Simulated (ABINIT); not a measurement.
A run of ABINIT 10.8.3 (patched build) is set up as follows.

The input run.abi:

```
# Pseudopotentials
pp_dirpath "./"
pseudos "In.GGA_PBE-JTH.xml"

# Structure
acell 3.2606293622 3.2606293622 3.2606293622 Angstrom
rprim
    -0.5773502692     0.5773502692     0.5773502692
     0.5773502692    -0.5773502692     0.5773502692
     0.5773502692     0.5773502692    -0.5773502692
ntypat 1
znucl 49
natom 1
typat 1
xred
     0.0000000000     0.0000000000     0.0000000000

# Plane-wave basis
ecut 22.0
pawecutdg 44.0

# k points
kptopt 1
ngkpt 10 10 10
nshiftk 1
shiftk 0.0 0.0 0.0

# Exchange and correlation
ixc 11

# Bands and occupations
nband 11
occopt 3
tsmear 0.05 eV

# SCF cycle
nstep 100
tolvrs 1.0e-9

# Output
iomode 3
prtwf 0
prtden 0
prteig 0
prtebands 0
enunit 1
```

Potentials or basis: JTH PAW PBE v2.0.

Run with:

```console
$ abinit run.abi > log 2>&1
```

What does it give for the pressure?

1.5 GPa.

Predict the band gap on the k mesh.

none (metal or under the smearing width).
